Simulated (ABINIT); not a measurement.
# Ta (Im-3m) in ABINIT: a series of runs

One crystal, Ta, is run at these levels: PBEsol, PBE+D3(BJ), PBE, LDA, LDA-PZ; tasks: equation of state, band structure.

All numbers are computed with ABINIT 10.8.3 (patched build); they aren't measurements. Logs are shortened: lines on timing, memory, paths and dates and some standing lists are left out, and cuts for length are marked. The log counts tension as positive stress, the text compression.

**Experimental background.**

From “Pressure effects on the electronic structure and superconductivity of (TaNb)0.67(HfZrTi)0.33 high entropy alloy”, 2019, arxiv:1910.08312, for a bulk crystal of Ta: bulk modulus 194 GPa.

From “Refinement of the equation of state of tantalum”, 2004, arxiv:cond-mat/0403080, for a bulk crystal of Ta: bulk modulus 194 GPa.

How close the calculation comes is told below.

**1. The structure**

Symmetry: Im-3m, No. 229, cubic system. Conventional cell: a = 3.303 Å, b = 3.303 Å, c = 3.303 Å, α = 90.00°, β = 90.00°, γ = 90.00°. Around Ta (site symmetry m-3m) lie 8 Ta at 2.86 Å.

**2. Equation of state, PBEsol, spin-orbit coupling, no magnetisation**

Contents of run.abi:

```
ndtset 7
getwfk -1
scalecart1 3*0.9795861087
scalecart2 3*0.9864848297
scalecart3 3*0.9932883884
scalecart4 3*1.0000000000
scalecart5 3*1.0066227096
scalecart6 3*1.0131594038
scalecart7 3*1.0196128224

pp_dirpath "./"
pseudos "Ta.GGA_PBE-JTH.xml"

acell 2.8601008575 2.8601008575 2.8601008575 Angstrom
rprim
    -0.5773502692     0.5773502692     0.5773502692
     0.5773502692    -0.5773502692     0.5773502692
     0.5773502692     0.5773502692    -0.5773502692
ntypat 1
znucl 73
natom 1
typat 1
xred
     0.0000000000     0.0000000000     0.0000000000

ecut 15.0
pawecutdg 30.0

kptopt 4
ngkpt 11 11 11
nshiftk 1
shiftk 0.0 0.0 0.0

ixc -116133

nband 22
occopt 3
tsmear 0.00183747

nspinor 2
nspden 1
pawspnorb 1

nstep 100
tolvrs 1.0e-9

iomode 3
prtwf 1
prtden 0
prteig 0
prtebands 0
enunit 1
```

Potentials or basis: JTH PAW PBE v2.0.

Command:

```bash
$ abinit run.abi > log 2>&1
```

run.abo:

```text
.Version 10.8.3 of ABINIT
 DATASET    1 : space group I4 3 2 (#211); Bravais cI (body-center cubic)
================================================================================
 Values of the parameters that define the memory need for DATASET  1.
     intxc =       0    ionmov =       0      iscf =      17    lmnmax =      18
     lnmax =       6     mgfft =      20  mpssoang =       3    mqgrid =    3001
     natom =       1  nloc_mem =       2    nspden =       1   nspinor =       2
    nsppol =       1      nsym =      24    n1xccc =       1    ntypat =       1
    occopt =       3   xclevel =       2
       mpw =         329          nfft =        8000          nkpt =          66
 PAW method is used; the additional fine FFT grid is defined by:
   mgfftf=        30    nfftf =     27000
================================================================================
================================================================================
[... 71 lines left out ...]
 DATASET    7 : space group I4 3 2 (#211); Bravais cI (body-center cubic)
================================================================================
 Values of the parameters that define the memory need for DATASET  7.
     intxc =       0    ionmov =       0      iscf =      17    lmnmax =      18
     lnmax =       6     mgfft =      20  mpssoang =       3    mqgrid =    3001
     natom =       1  nloc_mem =       2    nspden =       1   nspinor =       2
    nsppol =       1      nsym =      24    n1xccc =       1    ntypat =       1
    occopt =       3   xclevel =       2
       mpw =         370          nfft =        8000          nkpt =          66
 PAW method is used; the additional fine FFT grid is defined by:
   mgfftf=        30    nfftf =     27000
================================================================================
================================================================================

--------------------------------------------------------------------------------
------------- Echo of variables that govern the present computation ------------
--------------------------------------------------------------------------------
 -outvars: echo values of preprocessed input variables --------
            acell      5.4048073131E+00  5.4048073131E+00  5.4048073131E+00 Bohr
              amu      1.80947900E+02
             ecut      1.50000000E+01 Hartree
           enunit           1
           getwfk          -1
                       outvar_i_n : Printing only first  50 k-points.
              ixc     -116133
           jdtset        1    2    3    4    5    6    7
                       outvar_i_n : Printing only first  50 k-points.
           kptopt           4
         kptrlatt       11    0    0      0   11    0      0    0   11
          kptrlen1     5.82392158E+01
          kptrlen2     5.86493646E+01
          kptrlen3     5.90538558E+01
          kptrlen4     5.94528804E+01
          kptrlen5     5.98466196E+01
          kptrlen6     6.02352449E+01
          kptrlen7     6.06189192E+01
            natom           1
            nband          22
           ndtset           7
            ngfft          20      20      20
          ngfftdg          30      30      30
             nkpt          66
          nspinor           2
            nstep         100
             nsym          24
           ntypat           1
                       prtocc : prtvol=0, do not print more k-points.
           occopt           3
        pawcpxocc           2
        pawecutdg      3.00000000E+01 Hartree
        pawspnorb           1
         pawxcdev           0
           prtden           0
        prtebands           0
           prteig           0
            rprim1    -5.6556430356E-01  5.6556430356E-01  5.6556430356E-01
                       5.6556430356E-01 -5.6556430356E-01  5.6556430356E-01
                       5.6556430356E-01  5.6556430356E-01 -5.6556430356E-01
            rprim2    -5.6954728199E-01  5.6954728199E-01  5.6954728199E-01
                       5.6954728199E-01 -5.6954728199E-01  5.6954728199E-01
                       5.6954728199E-01  5.6954728199E-01 -5.6954728199E-01
            rprim3    -5.7347531844E-01  5.7347531844E-01  5.7347531844E-01
                       5.7347531844E-01 -5.7347531844E-01  5.7347531844E-01
                       5.7347531844E-01  5.7347531844E-01 -5.7347531844E-01
            rprim4    -5.7735026920E-01  5.7735026920E-01  5.7735026920E-01
                       5.7735026920E-01 -5.7735026920E-01  5.7735026920E-01
                       5.7735026920E-01  5.7735026920E-01 -5.7735026920E-01
            rprim5    -5.8117389237E-01  5.8117389237E-01  5.8117389237E-01
                       5.8117389237E-01 -5.8117389237E-01  5.8117389237E-01
                       5.8117389237E-01  5.8117389237E-01 -5.8117389237E-01
            rprim6    -5.8494785453E-01  5.8494785453E-01  5.8494785453E-01
                       5.8494785453E-01 -5.8494785453E-01  5.8494785453E-01
                       5.8494785453E-01  5.8494785453E-01 -5.8494785453E-01
            rprim7    -5.8867373749E-01  5.8867373749E-01  5.8867373749E-01
                       5.8867373749E-01 -5.8867373749E-01  5.8867373749E-01
                       5.8867373749E-01  5.8867373749E-01 -5.8867373749E-01
          spgroup         211
           tolvrs      1.00000000E-09
           tsmear      1.83747000E-03 Hartree
            typat      1
           useylm           1
                       outvars : Printing only first  50 k-points.
            znucl       73.00000

================================================================================

 chkinp: Checking input parameters for consistency, jdtset=   1.

 chkinp: Checking input parameters for consistency, jdtset=   2.

 chkinp: Checking input parameters for consistency, jdtset=   3.

 chkinp: Checking input parameters for consistency, jdtset=   4.
[... 35 lines left out ...]
 getcut : COMMENT -
  Note that boxcut > 2.2 ; recall that boxcut=Gcut(box)/Gcut(sphere) = 2
  is sufficient for exact treatment of convolution.
  Such a large boxcut is a waste : you could raise ecut
  e.g. ecut=   39.610160 Hartrees makes boxcut=2

--- Pseudopotential description ------------------------------------------------
- pspini: atom type   1  psp file is ./Ta.GGA_PBE-JTH.xml
 Pseudopotential format is: paw10
 basis_size (lnmax)=  6 (lmn_size= 18), orbitals=   0   0   1   1   2   2
 Spheres core radius: rc_sph= 2.41973345
 Shapefunction is SIN type: shapef(r)=[sin(pi*r/rshp)/(pi*r/rshp)]**2
 Radius for shape functions =  2.11065461
 Compensation charge density is not taken into account in XC energy/potential

   9.99818744E+02                                ecore*ucvol(ha*bohr**3)
--------------------------------------------------------------------------------

[... 7 lines left out ...]

     iter   Etot(hartree)      deltaE(h)  residm     nres2
 ETOT  1  -57.312322923590    -5.731E+01 1.909E+01 4.313E+00
 ETOT  2  -59.081301885305    -1.769E+00 9.297E-02 3.573E+00
 ETOT  3  -59.066197640165     1.510E-02 1.858E-01 9.688E-01
 ETOT  4  -59.060965129967     5.233E-03 4.676E-02 2.028E-02
 ETOT  5  -59.061331929544    -3.668E-04 5.159E-03 1.626E-02
 ETOT  6  -59.061242755438     8.917E-05 5.310E-03 2.424E-03
 ETOT  7  -59.061228635268     1.412E-05 4.963E-03 3.732E-05
 ETOT  8  -59.061229617053    -9.818E-07 6.579E-04 2.300E-06
 ETOT  9  -59.061229631347    -1.429E-08 4.507E-04 3.196E-06
 ETOT 10  -59.061229613267     1.808E-08 1.204E-04 1.322E-07
 ETOT 11  -59.061229614196    -9.291E-10 2.291E-04 1.829E-08
[... 1148 lines left out ...]
 Cartesian components of stress tensor (hartree/bohr^3)
  sigma(1 1)=  5.36765444E-04  sigma(3 2)=  0.00000000E+00
  sigma(2 2)=  5.36765444E-04  sigma(3 1)=  0.00000000E+00
  sigma(3 3)=  5.36765444E-04  sigma(2 1)=  0.00000000E+00

-Cartesian components of stress tensor (GPa)         [Pressure= -1.5792E+01 GPa]
- sigma(1 1)=  1.57921846E+01  sigma(3 2)=  0.00000000E+00
- sigma(2 2)=  1.57921846E+01  sigma(3 1)=  0.00000000E+00
- sigma(3 3)=  1.57921846E+01  sigma(2 1)=  0.00000000E+00

== END DATASET(S) ==============================================================
================================================================================

 -outvars: echo values of variables after computation  --------
            acell      5.4048073131E+00  5.4048073131E+00  5.4048073131E+00 Bohr
           etotal1    -5.9061229614E+01
           etotal2    -5.9061792114E+01
           etotal3    -5.9061973099E+01
           etotal4    -5.9061786690E+01
           etotal5    -5.9061287286E+01
           etotal6    -5.9060503549E+01
           etotal7    -5.9059449482E+01
            fcart1    -0.0000000000E+00 -0.0000000000E+00 -0.0000000000E+00
            fcart2    -0.0000000000E+00 -0.0000000000E+00 -0.0000000000E+00
            fcart3    -0.0000000000E+00 -0.0000000000E+00 -0.0000000000E+00
            fcart4    -0.0000000000E+00 -0.0000000000E+00 -0.0000000000E+00
            fcart5    -0.0000000000E+00 -0.0000000000E+00 -0.0000000000E+00
            fcart6    -0.0000000000E+00 -0.0000000000E+00 -0.0000000000E+00
            fcart7    -0.0000000000E+00 -0.0000000000E+00 -0.0000000000E+00
            rprim1    -5.6556430356E-01  5.6556430356E-01  5.6556430356E-01
                       5.6556430356E-01 -5.6556430356E-01  5.6556430356E-01
                       5.6556430356E-01  5.6556430356E-01 -5.6556430356E-01
            rprim2    -5.6954728199E-01  5.6954728199E-01  5.6954728199E-01
                       5.6954728199E-01 -5.6954728199E-01  5.6954728199E-01
                       5.6954728199E-01  5.6954728199E-01 -5.6954728199E-01
            rprim3    -5.7347531844E-01  5.7347531844E-01  5.7347531844E-01
                       5.7347531844E-01 -5.7347531844E-01  5.7347531844E-01
[... 9 lines left out ...]
                       5.8494785453E-01  5.8494785453E-01 -5.8494785453E-01
            rprim7    -5.8867373749E-01  5.8867373749E-01  5.8867373749E-01
                       5.8867373749E-01 -5.8867373749E-01  5.8867373749E-01
                       5.8867373749E-01  5.8867373749E-01 -5.8867373749E-01
           strten1    -2.5686047163E-04 -2.5686047163E-04 -2.5686047163E-04
                       0.0000000000E+00  0.0000000000E+00  0.0000000000E+00
           strten2    -8.6923924428E-05 -8.6923924428E-05 -8.6923924428E-05
                       0.0000000000E+00  0.0000000000E+00  0.0000000000E+00
           strten3     6.5697311357E-05  6.5697311357E-05  6.5697311357E-05
                       0.0000000000E+00  0.0000000000E+00  0.0000000000E+00
           strten4     2.0495463787E-04  2.0495463787E-04  2.0495463787E-04
                       0.0000000000E+00  0.0000000000E+00  0.0000000000E+00
           strten5     3.2835394296E-04  3.2835394296E-04  3.2835394296E-04
                       0.0000000000E+00  0.0000000000E+00  0.0000000000E+00
           strten6     4.3853186388E-04  4.3853186388E-04  4.3853186388E-04
                       0.0000000000E+00  0.0000000000E+00  0.0000000000E+00
           strten7     5.3676544374E-04  5.3676544374E-04  5.3676544374E-04
                       0.0000000000E+00  0.0000000000E+00  0.0000000000E+00
 Calculation completed.
```

It took 1.9 min on 1 thread of Arm Neoverse V2, shared host; peak memory 0.13 GiB.

What came out:

| Property | Result |
| --- | --- |
| Equilibrium volume | 17.64 Å³/atom |
| Bulk modulus | 210 GPa |
| Pressure derivative of the bulk modulus | 4.0 |

Energy against volume, from the lowest point:
```
volume (Å³/atom)  energy (meV/atom)
          16.930              20.23
          17.290               4.92
          17.650               0.00
          18.010               5.07
          18.371              18.66
          18.731              39.99
          19.091              68.67
```

Caveat: the cutoff is too short for stress, so the log's stress isn't used; pressures at fixed basis lie under the slope of the energies; the PAW data sets were made with another functional, which shifts forces and pressure a little.

**3. Equation of state, PBE+D3(BJ)**

Contents of run.abi:

```
# Datasets: one volume each
ndtset 7
getwfk -1
scalecart1 3*0.9795861087
scalecart2 3*0.9864848297
scalecart3 3*0.9932883884
scalecart4 3*1.0000000000
scalecart5 3*1.0066227096
scalecart6 3*1.0131594038
scalecart7 3*1.0196128224

# Pseudopotentials
pp_dirpath "./"
pseudos "Ta.GGA_PBE-JTH.xml"

# Structure
acell 3*1.0 Angstrom
rprim
    -1.6512800000     1.6512800000     1.6512800000
     1.6512800000    -1.6512800000     1.6512800000
     1.6512800000     1.6512800000    -1.6512800000
ntypat 1
znucl 73
natom 1
typat 1
xred
     0.0000000000     0.0000000000     0.0000000000

# Plane-wave basis
ecut 15.0
pawecutdg 30.0

# k points
kptopt 1
ngkpt 11 11 11
nshiftk 1
shiftk 0.0 0.0 0.0

# Exchange and correlation
ixc 11
vdw_xc 7

# Bands and occupations
nband 11
occopt 3
tsmear 0.05 eV

# SCF cycle
nstep 100
tolvrs 1.0e-9

# Output
iomode 3
prtwf 1
prtden 0
prteig 0
prtebands 0
```

Potentials or basis: JTH PAW PBE v2.0.

Command:

```bash
$ abinit run.abi > log 2>&1
```

run.abo:

```text
.Version 10.8.3 of ABINIT
 DATASET    1 : space group Im -3 m (#229); Bravais cI (body-center cubic)
================================================================================
 Values of the parameters that define the memory need for DATASET  1.
     intxc =       0    ionmov =       0      iscf =      17    lmnmax =      18
     lnmax =       6     mgfft =      20  mpssoang =       3    mqgrid =    3001
     natom =       1  nloc_mem =       2    nspden =       1   nspinor =       1
    nsppol =       1      nsym =      48    n1xccc =       1    ntypat =       1
    occopt =       3   xclevel =       2
       mpw =         329          nfft =        8000          nkpt =          56
 PAW method is used; the additional fine FFT grid is defined by:
   mgfftf=        30    nfftf =     27000
================================================================================
================================================================================
[... 71 lines left out ...]
 DATASET    7 : space group Im -3 m (#229); Bravais cI (body-center cubic)
================================================================================
 Values of the parameters that define the memory need for DATASET  7.
     intxc =       0    ionmov =       0      iscf =      17    lmnmax =      18
     lnmax =       6     mgfft =      20  mpssoang =       3    mqgrid =    3001
     natom =       1  nloc_mem =       2    nspden =       1   nspinor =       1
    nsppol =       1      nsym =      48    n1xccc =       1    ntypat =       1
    occopt =       3   xclevel =       2
       mpw =         370          nfft =        8000          nkpt =          56
 PAW method is used; the additional fine FFT grid is defined by:
[... 1372 lines left out ...]

 -outvars: echo values of variables after computation  --------
            acell      1.8897261259E+00  1.8897261259E+00  1.8897261259E+00 Bohr
           etotal1    -5.8993546833E+01
           etotal2    -5.8994171461E+01
           etotal3    -5.8994416446E+01
           etotal4    -5.8994291335E+01
           etotal5    -5.8993856180E+01
           etotal6    -5.8993135153E+01
           etotal7    -5.8992140117E+01
            fcart1    -0.0000000000E+00 -0.0000000000E+00 -0.0000000000E+00
            fcart2    -0.0000000000E+00 -0.0000000000E+00 -0.0000000000E+00
            fcart3    -0.0000000000E+00 -0.0000000000E+00 -0.0000000000E+00
            fcart4    -0.0000000000E+00 -0.0000000000E+00 -0.0000000000E+00
            fcart5    -0.0000000000E+00 -0.0000000000E+00 -0.0000000000E+00
            fcart6    -0.0000000000E+00 -0.0000000000E+00 -0.0000000000E+00
            fcart7    -0.0000000000E+00 -0.0000000000E+00 -0.0000000000E+00
            rprim1    -1.6175709496E+00  1.6175709496E+00  1.6175709496E+00
                       1.6175709496E+00 -1.6175709496E+00  1.6175709496E+00
                       1.6175709496E+00  1.6175709496E+00 -1.6175709496E+00
[... 17 lines left out ...]
                       1.6836662614E+00  1.6836662614E+00 -1.6836662614E+00
           strten1    -2.8713999222E-04 -2.8713999222E-04 -2.8713999222E-04
                       0.0000000000E+00  0.0000000000E+00  0.0000000000E+00
           strten2    -1.1573883579E-04 -1.1573883579E-04 -1.1573883579E-04
                       0.0000000000E+00  0.0000000000E+00  0.0000000000E+00
           strten3     3.6299113146E-05  3.6299113146E-05  3.6299113146E-05
                       0.0000000000E+00  0.0000000000E+00  0.0000000000E+00
           strten4     1.7556362104E-04  1.7556362104E-04  1.7556362104E-04
                       0.0000000000E+00  0.0000000000E+00  0.0000000000E+00
           strten5     2.9894006163E-04  2.9894006163E-04  2.9894006163E-04
                       0.0000000000E+00  0.0000000000E+00  0.0000000000E+00
           strten6     4.1003637031E-04  4.1003637031E-04  4.1003637031E-04
                       0.0000000000E+00  0.0000000000E+00  0.0000000000E+00
           strten7     5.1019107991E-04  5.1019107991E-04  5.1019107991E-04
                       0.0000000000E+00  0.0000000000E+00  0.0000000000E+00
 Calculation completed.
```

It took 30 s on 1 thread of Arm Neoverse V2, shared host; peak memory 0.12 GiB.

Results:

```yaml
Equilibrium_volume: 17.71 Å³/atom
Bulk_modulus: 207 GPa
Pressure_derivative_of_the_bulk_modulus: 3.9
```

Energy against volume, from the lowest point:
| volume (Å³/atom) | energy (meV/atom) |
| --- | --- |
| 16.930 | 23.66 |
| 17.290 | 6.67 |
| 17.650 | 0.00 |
| 18.010 | 3.40 |
| 18.371 | 15.25 |
| 18.731 | 34.87 |
| 19.091 | 61.94 |

Caveat: the cutoff is too short for stress, so the log's stress isn't used; pressures at fixed basis lie under the slope of the energies. Spin-orbit coupling is left out, which matters for the levels of Ta.

**4. Band structure, PBE**

Contents of run.abi:

```
ndtset 2

pp_dirpath "./"
pseudos "Ta.upf"

acell 5.4048073095 5.4048073095 5.4048073095
rprim
    -0.5773502692     0.5773502692     0.5773502692
     0.5773502692    -0.5773502692     0.5773502692
     0.5773502692     0.5773502692    -0.5773502692
ntypat 1
znucl 73
natom 1
typat 1
xred
     0.0000000000     0.0000000000     0.0000000000

ecut 29.0

ixc 11

occopt 3
tsmear 0.05 eV

nstep 100

iomode 3
prtwf 0
prteig 0
prtebands 0
enunit 1
prtden1 1

kptopt1 1
ngkpt1 11 11 11
nshiftk1 1
shiftk1 0.0 0.0 0.0
nband1 11
tolvrs1 1.0e-10

iscf2 -2
getden2 1
nband2 15
nbdbuf2 2
tolwfr2 1.0e-12
kptopt2 -5
ndivsm2 6
prteig2 1
kptbounds2
     0.0000000000     0.0000000000     0.0000000000
     0.5000000000    -0.5000000000     0.5000000000
     0.0000000000     0.0000000000     0.5000000000
     0.0000000000     0.0000000000     0.0000000000
     0.2500000000     0.2500000000     0.2500000000
     0.5000000000    -0.5000000000     0.5000000000
```

Potentials or basis: PseudoDojo NC SR PBE v0.5 standard.

Command:

```bash
$ abinit run.abi > log 2>&1
```

It took 16 s on 1 thread of Arm Neoverse V2, shared host; peak memory 0.11 GiB.

The run converged. Its results:

```
Free energy                                           : -1771.5657 eV
Pressure                                              : 2.5 GPa
Band gap on the k mesh                                : none (metal or under the smearing width)
Valence electrons inside the program's atomic spheres : Ta 9.25 (radii [1.0584] Å)
```

Levels at the corners of the path, in eV from the Fermi level:
```tsv
point	band 2	band 3	band 4	band 5	band 6	band 7	band 8	band 9	band 10	band 11
Γ	-33.05	-33.05	-33.05	-7.91	0.74	0.74	0.74	4.02	4.02	14.60
H	-33.87	-33.87	-33.87	-3.79	-3.79	6.85	6.85	6.85	8.59	8.59
N	-34.22	-33.43	-33.06	-4.37	-1.53	1.59	3.90	4.93	7.82	11.71
Γ	-33.05	-33.05	-33.05	-7.91	0.74	0.74	0.74	4.02	4.02	14.60
P	-33.64	-33.64	-33.64	-1.22	-1.22	-1.22	5.11	5.11	7.06	12.80
H	-33.87	-33.87	-33.87	-3.79	-3.79	6.85	6.85	6.85	8.59	8.59
```

Caveat: spin-orbit coupling is left out, which moves the levels of the heavy elements.

(Part 1 of 2 ends here.)
